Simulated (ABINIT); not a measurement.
Runs of ABINIT 10.8.3 (patched build) on As. Symmetry: R-3m, No. 166, trigonal system. The conventional cell has a = 3.762 Å, b = 3.762 Å, c = 10.542 Å, α = 90.00°, β = 90.00°, γ = 120.00°. As (site symmetry 3m) has 3 As at 2.51 Å as nearest neighbours. 

| task | level | potentials or basis | cell | k mesh | cutoff (eV) | cell freedom (optcell) | cutoff smearing ecutsm (Ha) | optimiser (ionmov) | force stop (Ha/bohr) | fine-grid cutoff | mesh quality | gap on the mesh (eV) | pressure (GPa) | V0 of scaled cells (Å³/atom) | relaxed volume (Å³/atom) | B0 (GPa) | largest force (eV/Å) |
| --- | --- | --- | --- | --- | --- | --- | --- | --- | --- | --- | --- | --- | --- | --- | --- | --- | --- |
| relaxation of cell and atoms | LDA | JTH PAW LDA v2.0 | relaxed | 9 × 9 × 9 | 408 | 2 | 0.5 | 2 | 0.0002 | 816.342 eV | not flagged | 0.09 | 0.0 | - | 20.41 | - | - |
| band structure | PBEsol | PseudoDojo NC SR PBEsol v0.4.1 standard | as given | 9 × 9 × 9 | 1143 | - | - | - | - | - | not flagged | none | (b) | - | - | - | (a) |
| equation of state | PBE | JTH PAW PBE v2.0 | as given | 9 × 9 × 9 | 408 | - | - | - | - | 816.342 eV | not flagged | - | - | 22.64 | - | 68 | - |
| relaxation of cell and atoms | PBEsol | JTH PAW PBE v2.0 | relaxed | 9 × 9 × 9 | 408 | 2 | 0.5 | 2 | 0.0005 | 816.342 eV | not flagged | 0.09 | 0.0 | - | 20.88 | - | 0.01 |
| equation of state | PBEsol | PseudoDojo NC SR PBEsol v0.4.1 standard | as given | 9 × 9 × 9 | 1143 | - | - | - | - | - | not flagged | - | - | (c) | - | 77 | - |
| single point | PBE | JTH PAW PBE v2.0 | as given | 9 × 9 × 9 | 408 | - | - | - | - | 816.342 eV | not flagged | none | 3.8 | - | - | - | 0.45 |
| relaxation of cell and atoms | PBEsol | JTH PAW PBE v2.0 | relaxed | 9 × 9 × 9 | 408 | 2 | 0.5 | 2 | 0.0002 | 816.342 eV | not flagged | 0.09 | 0.0 | - | 20.88 | - | - |
| relaxation of cell and atoms | r2SCAN | JTH PAW PBE v2.0 | relaxed | 5 × 5 × 5 | 490 | 2 | 0.5 | 2 | 0.0001 | 979.61 eV | coarse | - | - | - | 22.10 | - | - |

Alike in all rows: no spin polarisation; smearing fermi-dirac 0.05 eV.

Question: Estimate the missing entries.

Answer: (a) 0.38; (b) 0.3; (c) 21.63.

Caveats: some runs use coarse meshes; an odd mesh through Γ misses points on the zone boundary, where band edges often lie (some runs); the PAW data sets were made with another functional, which shifts forces and pressure a little (some runs); pressures at fixed basis lie under the slope of the energies (some runs); the cell was scaled at fixed shape and fractional positions, which overstates the stiffness of a crystal with free parameters, most of all of layers and chains (some runs).

A k mesh can miss the band edges, and the runs leave out spin-orbit coupling on As.

A gap of «none» marks a metal or a gap under the smearing width.

Not every run made on this cell is shown here.
